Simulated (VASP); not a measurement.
# Rb (I4_1/amd) in VASP: notebook

The runs below take Rb through single point, with PBE.

Everything below comes from runs of VASP 6.6.1. Logs are shortened: lines on timing, memory, paths and dates and some standing lists are left out, and cuts for length are marked.

## (1) Starting point

Symmetry: I4_1/amd, No. 141, tetragonal system. The conventional cell has a = 4.758 Å, b = 4.758 Å, c = 16.977 Å, α = 90.00°, β = 90.00°, γ = 90.00°.

This isn't the form of Rb at room conditions, which is bcc.

## (2) Single point, PBE

INCAR reads:

```
ALGO = Normal
EDIFF = 1E-6
ENCUT = 520
GGA = PE
ISIF = 2
ISMEAR = 1
LASPH = T
LCHARG = F
LREAL = F
LWAVE = F
NBANDS = 16
NELM = 100
PREC = Accurate
SIGMA = 0.1
```

KPOINTS reads:

```
k-points
0
Gamma
  6 6 6
```

POSCAR reads:

```
Rb
1.0
   -2.3790000000      2.3790000000      8.4887000000
    2.3790000000     -2.3790000000      8.4887000000
    2.3790000000      2.3790000000     -8.4887000000
Rb
2
Direct
    0.2500000000      0.7500000000      0.5000000000
    0.5000000000      0.5000000000      0.0000000000
```

Potentials or basis: VASP PAW PBE potentials, release 64 (Rb_sv).

The run is started by

```
$ cat potpaw_PBE.64/Rb_sv/POTCAR > POTCAR
$ mpirun -np 1 vasp_std > vasp.out
```

OUTCAR:

```text
EDIFF = 1E-6
   ENCUT = 520
   GGA = PE
   ISIF = 2
   ISMEAR = 1
   LASPH = T
   LREAL = F
   NELM = 100
   PREC = Accurate

 ion  position               nearest neighbor table
   1  0.250  0.750  0.500-   2 4.87   2 4.87   2 4.87   2 4.87
   2  0.500  0.500  0.000-   1 4.87   1 4.87   1 4.87   1 4.87

  LATTYP: Found a body centered tetragonal cell.
 ALAT       =     4.7580000000
 C/A-ratio  =     3.5681799075

  Lattice vectors:

 A1 = (  -2.3790000000,   2.3790000000,   8.4887000000)
 A2 = (   2.3790000000,  -2.3790000000,   8.4887000000)
 A3 = (   2.3790000000,   2.3790000000,  -8.4887000000)

Analysis of symmetry for initial positions (statically):
=====================================================================
 Subroutine PRICEL returns:
 Original cell was already a primitive cell.

 Routine SETGRP: Setting up the symmetry group for a
 body centered tetragonal supercell.

 Subroutine GETGRP returns: Found 16 space group operations
 (whereof  8 operations were pure point group operations)
 out of a pool of 16 trial point group operations.

The static configuration has the point symmetry D_2d.
 The point group associated with its full space group is D_4h.

Analysis of symmetry for dynamics (positions and initial velocities):
=====================================================================
 Subroutine PRICEL returns:
 Original cell was already a primitive cell.

 Routine SETGRP: Setting up the symmetry group for a
 body centered tetragonal supercell.

 Subroutine GETGRP returns: Found 16 space group operations
 (whereof  8 operations were pure point group operations)
 out of a pool of 16 trial point group operations.

The dynamic configuration has the point symmetry D_2d.
 The point group associated with its full space group is D_4h.

 Subroutine INISYM returns: Found 16 space group operations
 (whereof  8 operations are pure point group operations),
 and found     1 'primitive' translations

----------------------------------------------------------------------------------------

                                     Primitive cell

  volume of cell :     192.1720

  direct lattice vectors                    reciprocal lattice vectors
    -2.379000000  2.379000000  8.488700000     0.000000000  0.210172341  0.058901834
     2.379000000 -2.379000000  8.488700000     0.210172341  0.000000000  0.058901834
     2.379000000  2.379000000 -8.488700000     0.210172341  0.210172341  0.000000000

  length of vectors
     9.131117658  9.131117658  9.131117658     0.218270106  0.218270106  0.297228576

  position of ions in fractional coordinates (direct lattice)
     0.250000000  0.750000000  0.500000000
     0.500000000  0.500000000  0.000000000

  ion indices of the primitive-cell ions
   primitive index   ion index
                 1           1
                 2           2

----------------------------------------------------------------------------------------

 KPOINTS: k-points

Automatic generation of k-mesh.
 Grid dimensions read from file:
 generate k-points for:    6    6    6

 Generating k-lattice:

  Cartesian coordinates                     Fractional coordinates (reciprocal lattice)
     0.000000000  0.035028724  0.009816972     0.166666667 -0.000000000  0.000000000
     0.035028724  0.000000000  0.009816972    -0.000000000  0.166666667  0.000000000
     0.035028724  0.035028724  0.000000000     0.000000000  0.000000000  0.166666667

  Length of vectors
     0.036378351  0.036378351  0.049538096

  Shift w.r.t. Gamma in fractional coordinates (k-lattice)
     0.000000000  0.000000000  0.000000000

 Subroutine IBZKPT returns following result:
 ===========================================

 Found     30 irreducible k-points:

 Following reciprocal coordinates:
            Coordinates               Weight
  0.000000  0.000000  0.000000      1.000000
  0.166667  0.000000  0.000000      8.000000
  0.333333 -0.000000  0.000000      8.000000
  0.500000 -0.000000  0.000000      4.000000
  0.166667  0.166667 -0.000000      8.000000
  0.333333  0.166667  0.000000     16.000000
[... 16 lines left out ...]
 -0.333333 -0.333333  0.166667      8.000000
 -0.166667 -0.333333  0.166667      8.000000
 [... further k-points ...]
   k-points           NKPTS =     30   k-points in BZ     NKDIM =     30   number of bands    NBANDS=     16
   number of dos      NEDOS =    301   number of ions     NIONS =      2
   total plane-waves  NPLWV = 343000
   dimension x,y,z NGX =    70 NGY =   70 NGZ =   70
   dimension x,y,z NGXF=   140 NGYF=  140 NGZF=  140
   ions per type =               2
   NGX,Y,Z   is equivalent  to a cutoff of  12.74, 12.74, 12.74 a.u.
   NGXF,Y,Z  is equivalent  to a cutoff of  25.49, 25.49, 25.49 a.u.
 SYSTEM =  unknown system
   PREC   = accura    normal or accurate (medium, high low for compatibility)
   ISTART =      0    job   : 0-new  1-cont  2-samecut
   ICHARG =      2    charge: 1-file 2-atom 10-const
   ISPIN  =      1    spin polarized calculation?
   LNONCOLLINEAR =      F non collinear calculations
   LSORBIT =      F    spin-orbit coupling
   LASPH  =      T    aspherical Exc in radial PAW
   ENCUT  =  520.0 eV  38.22 Ry    6.18 a.u.  16.98 16.98 16.98*2*pi/ulx,y,z
   NELM   =    100;   NELMIN=  2; NELMDL= -5     # of ELM steps
   EDIFF  = 0.1E-05   stopping-criterion for ELM
   LREAL  =      F    real-space projection
   EDIFFG = 0.1E-04   stopping-criterion for IOM
   NSW    =      0    number of steps for IOM
   IBRION =     -1    ionic relax: 0-MD 1-quasi-New 2-CG
   NFREE  =      0    steps in history (QN), initial steepest desc. (CG)
   ISIF   =      2    stress and relaxation
   ISYM   =      2    0-nonsym 1-usesym 2-fastsym
   POTIM  = 0.5000    time-step for ionic-motion
   TEBEG  =    0.0;   TEEND  =   0.0 temperature during run
   PSTRESS=    0.0 pullay stress
   NELECT =      18.0000    total number of electrons
   NUPDOWN=      -1.0000    fix difference up-down
   EMIN   =  10.00;   EMAX   =-10.00  energy-range for DOS
   EFERMI =   0.00;   METHOD = LEGACY
   ISMEAR =     1;   SIGMA  =   0.10  broadening in eV -4-tet -1-fermi 0-gaus
   EFERMI_NEDOS =   21; number of points for ismear=-14 and -15
   IALGO  =     38    algorithm
   IMIX   =      4    mixing-type and parameters
     AMIX     =   0.40;   BMIX     =  1.00
     AMIX_MAG =   1.60;   BMIX_MAG =  1.00
  volume/ion in A,a.u.               =      96.09       648.42
  Fermi-wavevector in a.u.,A,eV,Ry     =   0.743479  1.404972  7.520780  0.552762
  Thomas-Fermi vector in A             =   1.838605
   LORBIT       =      0    0 simple, 1 ext, 2 COOP (PROOUT), +10 PAW based schemes
   GGA     = PE    functional components
   LHFCALC =     F    Hartree Fock is set to
   AEXX    =    0.0000 exact exchange contribution
   IVDW    =     0    specifies the selected vdW correction
   LEPSILON=     F    determine dielectric tensor
   LRPA    =     F    only Hartree local field effects (RPA)
 non-spin polarized calculation
 Methfessel and Paxton  Order N= 1 SIGMA  =   0.10
  energy-cutoff  :      520.00
  volume of cell :      192.17
 maximum number of plane-waves:      5210
 NGX is ok and might be reduce to    70
   NGX = 33   NGY = 33   NGZ = 33

 number of electron      18.0000000 magnetization

 Free energy of the ion-electron system (eV)
  ---------------------------------------------------
  ext. energy  EPLUGINS =         0.00000000
  ---------------------------------------------------
  free energy    TOTEN  =        -1.75395386 eV

  energy without entropy =       -1.75621203  energy(sigma->0) =       -1.75470658

 E-fermi :  -0.0823     XC(G=0):  -5.3280

 val. band max:       -0.1076600032   @ k =   0.3333   0.3333   0.0000
 cond. band min:       0.0032650808   @ k =  -0.3333   0.3333   0.1667
 fundamental gap:      0.1109250840
 Fermi energy:        -0.0823130213

 k-point     1 :       0.0000    0.0000    0.0000
  band No.  band energies     occupation
      1     -29.1023      2.00000
      2     -29.0981      2.00000
      3     -13.2423      2.00000
      4     -13.1477      2.00000
      5     -13.1477      2.00000
      6     -13.1420      2.00000
[... 8 lines left out ...]
     15       4.1450      0.00000
     16       4.1469      0.00000

 k-point     2 :       0.1667    0.0000    0.0000
  band No.  band energies     occupation
      1     -29.1014      2.00000
      2     -29.0976      2.00000
      3     -13.2355      2.00000
      4     -13.1717      2.00000
      5     -13.1636      2.00000
      6     -13.1467      2.00000
[... 8 lines left out ...]
     15       3.5407      0.00000
     16       4.0853      0.00000

 k-point     3 :       0.3333   -0.0000    0.0000
  band No.  band energies     occupation
      1     -29.0994      2.00000
      2     -29.0966      2.00000
      3     -13.2277      2.00000
      4     -13.2171      2.00000
      5     -13.1973      2.00000
      6     -13.1452      2.00000
[... 8 lines left out ...]
     15       3.4085      0.00000
     16       4.0000      0.00000

 k-point     4 :       0.5000   -0.0000    0.0000
  band No.  band energies     occupation
      1     -29.0984      2.00000
      2     -29.0963      2.00000
      3     -13.2405      2.00000
      4     -13.2375      2.00000
      5     -13.1967      2.00000
      6     -13.1514      2.00000
[... 8 lines left out ...]
     15       3.3245      0.00000
     16       3.8626      0.00000

 k-point     5 :       0.1667    0.1667   -0.0000
  band No.  band energies     occupation
      1     -29.1004      2.00000
      2     -29.0972      2.00000
      3     -13.2263      2.00000
      4     -13.1740      2.00000
      5     -13.1694      2.00000
      6     -13.1614      2.00000
[... 8 lines left out ...]
     15       3.0936      0.00000
     16       3.6400      0.00000

 k-point     6 :       0.3333    0.1667    0.0000
  band No.  band energies     occupation
      1     -29.0984      2.00000
      2     -29.0963      2.00000
      3     -13.2206      2.00000
      4     -13.2164      2.00000
      5     -13.1916      2.00000
      6     -13.1692      2.00000
[... 8 lines left out ...]
     15       3.3273      0.00000
     16       3.3365      0.00000

 k-point     7 :       0.5000    0.1667    0.0000
  band No.  band energies     occupation
      1     -29.0975      2.00000
      2     -29.0957      2.00000
      3     -13.2388      2.00000
      4     -13.2331      2.00000
      5     -13.1938      2.00000
      6     -13.1676      2.00000
[... 8 lines left out ...]
     15       3.1229      0.00000
     16       3.5604      0.00000

 k-point     8 :      -0.3333    0.1667   -0.0000
  band No.  band energies     occupation
      1     -29.0987      2.00000
      2     -29.0959      2.00000
      3     -13.2265      2.00000
      4     -13.2122      2.00000
      5     -13.1976      2.00000
      6     -13.1669      2.00000
[... 8 lines left out ...]
     15       3.1265      0.00000
     16       3.4637      0.00000

 k-point     9 :      -0.1667    0.1667    0.0000
  band No.  band energies     occupation
      1     -29.1006      2.00000
      2     -29.0969      2.00000
      3     -13.2320      2.00000
      4     -13.1706      2.00000
      5     -13.1675      2.00000
      6     -13.1642      2.00000
[... 8 lines left out ...]
     15       2.9640      0.00000
     16       4.0319      0.00000
[... 172 lines left out ...]
 k-point    19 :      -0.1667    0.3333    0.1667
  band No.  band energies     occupation
      1     -29.0984      2.00000
      2     -29.0963      2.00000
      3     -13.2438      2.00000
      4     -13.2333      2.00000
      5     -13.1979      2.00000
      6     -13.1511      2.00000
[... 8 lines left out ...]
     15       3.2440      0.00000
     16       3.8363      0.00000

 k-point    20 :       0.5000    0.5000    0.1667
  band No.  band energies     occupation
      1     -29.0959      2.00000
      2     -29.0959      2.00000
      3     -13.2164      2.00000
      4     -13.2164      2.00000
      5     -13.2020      2.00000
      6     -13.2020      2.00000
[... 8 lines left out ...]
     15       3.0119      0.00000
     16       3.0119      0.00000

 k-point    21 :      -0.3333    0.5000    0.1667
  band No.  band energies     occupation
      1     -29.0978      2.00000
      2     -29.0968      2.00000
      3     -13.2215      2.00000
      4     -13.2107      2.00000
      5     -13.1859      2.00000
      6     -13.1725      2.00000
[... 8 lines left out ...]
     15       3.1116      0.00000
     16       3.3700      0.00000

 k-point    22 :      -0.1667    0.5000    0.1667
  band No.  band energies     occupation
      1     -29.0990      2.00000
      2     -29.0971      2.00000
      3     -13.2237      2.00000
      4     -13.2165      2.00000
      5     -13.1910      2.00000
      6     -13.1564      2.00000
[... 8 lines left out ...]
     15       3.2393      0.00000
     16       4.0139      0.00000

 k-point    23 :      -0.3333   -0.3333    0.1667
  band No.  band energies     occupation
      1     -29.0997      2.00000
      2     -29.0978      2.00000
      3     -13.2109      2.00000
      4     -13.1799      2.00000
      5     -13.1713      2.00000
      6     -13.1605      2.00000
[... 8 lines left out ...]
     15       3.1732      0.00000
     16       3.3297      0.00000

 k-point    24 :      -0.1667   -0.3333    0.1667
  band No.  band energies     occupation
      1     -29.1009      2.00000
      2     -29.0981      2.00000
      3     -13.2233      2.00000
      4     -13.1760      2.00000
      5     -13.1603      2.00000
      6     -13.1493      2.00000
[... 8 lines left out ...]
     15       3.3750      0.00000
     16       3.9437      0.00000

 [... further k-points ...]
[... 5 lines left out ...]
  --------------------------------------------------------------------------------------
  -------------------------------------------------------------------------------------
  Total       -0.0452200     -0.0452200      0.0508819      0.0000000     -0.0000000      0.0000000
  in kB       -0.3770081     -0.3770081      0.4242132      0.0000000     -0.0000000      0.0000000
  external PRESSURE =      -0.1099343 kB  Pullay stress =       0.0000000 kB

 VOLUME and BASIS-vectors are now :
 -----------------------------------------------------------------------------
  energy-cutoff  :      520.00
  volume of cell :      192.17
      direct lattice vectors                 reciprocal lattice vectors
    -2.379000000  2.379000000  8.488700000     0.000000000  0.210172341  0.058901834
     2.379000000 -2.379000000  8.488700000     0.210172341  0.000000000  0.058901834
     2.379000000  2.379000000 -8.488700000     0.210172341  0.210172341  0.000000000

 POSITION                                       TOTAL-FORCE (eV/Angst)
 -----------------------------------------------------------------------------------
      2.37900     -0.00000      4.24435        -0.000000      0.000000     -0.000000
      0.00000      0.00000      8.48870         0.000000     -0.000000      0.000000
 -----------------------------------------------------------------------------------
    total drift:                                0.000000      0.000000     -0.000000

  FREE ENERGIE OF THE ION-ELECTRON SYSTEM (eV)
  ---------------------------------------------------
  free  energy   TOTEN  =        -1.7539538593 eV

  energy  without entropy=       -1.7562120296  energy(sigma->0) =       -1.75470658
```

Run time: 4.3 min. Hardware: 1 thread of AMD EPYC 7R13 (Zen 3), shared host; peak memory 0.61 GiB.

What came out:

- Free energy: -1.7540 eV
- Pressure: 0.0 GPa
- Band gap on the k mesh: none (metal or under the smearing width)

Stress tensor (GPa, compression positive):
```
-0.04  0.00  0.00
 0.00 -0.04  0.00
 0.00  0.00  0.04
```

Levels at points of the mesh, in eV from the Fermi level:
| k point | band 7 | band 8 | band 9 | band 10 | band 11 | band 12 |
| --- | --- | --- | --- | --- | --- | --- |
| (0.00, 0.00, 0.00) | -13.06 | -13.05 | -1.91 | 0.11 | 0.57 | 2.55 |
| (0.50, 0.00, 0.00) | -13.06 | -13.05 | -0.12 | 0.24 | 0.74 | 1.19 |
| (0.50, 0.50, 0.00) | -13.08 | -13.08 | 1.02 | 1.02 | 1.62 | 1.62 |
| (0.50, 0.50, 0.50) | -13.05 | -13.05 | -1.28 | -1.28 | 2.00 | 2.00 |

## (3) Single point, PBE

INCAR reads:

```
SYSTEM = Rb
ALGO     = Fast           ! electronic algorithm
EDIFF    = 1E-6           ! SCF threshold, eV
ENCUT    = 520            ! plane-wave cutoff, eV
GGA      = PE             ! functional
ISIF     = 2              ! what is computed and relaxed
ISMEAR   = 1              ! smearing method
LASPH    = .True.         ! aspherical terms in the spheres
LCHARG   = .False.        ! write CHGCAR
LREAL    = .False.        ! projectors in reciprocal space
LWAVE    = .False.        ! write WAVECAR
NBANDS   = 16             ! bands
NELM     = 100            ! most SCF steps
PREC     = Accurate       ! precision mode
SIGMA    = 0.1            ! smearing width, eV
```

KPOINTS reads:

```
k-points
0
Gamma
  6 6 6
  0 0 0
```

POSCAR is that of step 2.

Potentials or basis: VASP PAW PBE potentials, release 64 (Rb_sv).

The run is started by

```
$ cat potpaw_PBE.64/Rb_sv/POTCAR > POTCAR
$ mpirun -np 1 vasp_std > vasp.out
```

Run time: 7.4 min. Hardware: 1 thread of AMD EPYC 7R13 (Zen 3), shared host; peak memory 0.64 GiB.

Results (log left out):

```
Free energy            : -1.7540 eV
Pressure               : 0.0 GPa
Band gap on the k mesh : none (metal or under the smearing width)
```

Stress tensor (GPa, compression positive):
```
-0.04  0.00  0.00
 0.00 -0.04  0.00
 0.00  0.00  0.04
```

Levels at points of the mesh, in eV from the Fermi level:
```
           k point  band 5  band 6  band 7  band 8  band 9  band 10  band 11  band 12  band 13  band 14
(0.00, 0.00, 0.00)  -13.07  -13.06  -13.06  -13.05   -1.91     0.11     0.57     2.55     2.55     3.09
(0.50, 0.00, 0.00)  -13.11  -13.07  -13.06  -13.05   -0.12     0.24     0.74     1.19     2.02     3.13
(0.50, 0.50, 0.00)  -13.14  -13.14  -13.08  -13.08    1.02     1.02     1.62     1.62     2.38     2.38
(0.50, 0.50, 0.50)  -13.07  -13.07  -13.05  -13.05   -1.28    -1.28     2.00     2.00     2.76     2.76
```
